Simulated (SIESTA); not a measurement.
Pb:

```xyz
1
Lattice="0.0000 2.4750 2.4750 2.4750 0.0000 2.4750 2.4750 2.4750 0.0000" Properties=species:S:1:pos:R:3 pbc="T T T"
Pb    0.0000    0.0000    0.0000
```

Base run:

```yaml
Program: SIESTA 5.4.2
Functional: BLYP
Potentials_or_basis: PseudoDojo 0.4 standard (PBE files)
Basis: DZP (energy shift 0.002 Ry)
Grid_cutoff: 500 Ry
Energy_shift: 0.002 Ry
k_mesh: 9 × 9 × 9
Occupations: fermi-dirac, width 0.05 eV
Spin: no spin polarisation
```

Its results: band gap on the k mesh none (metal or under the smearing width); pressure 6.4 GPa.

Problem. The run is repeated on the same cell with these changes: functional from BLYP to PBEsol; potentials or basis from PseudoDojo 0.4 standard (PBE files) to PseudoDojo 0.4 standard (PBEsol files). What comes out?

Solution. Band gap on the k mesh none (metal or under the smearing width); pressure -0.1 GPa.

Caveats: semicore shells carry a single zeta, which can move pressures by several GPa and volumes by a few percent; the basis of atomic orbitals isn't converged, which shifts pressures, moduli and gaps; the potentials were made for another functional, which shifts forces and pressure (some runs).

Not every run made on this cell is shown here.
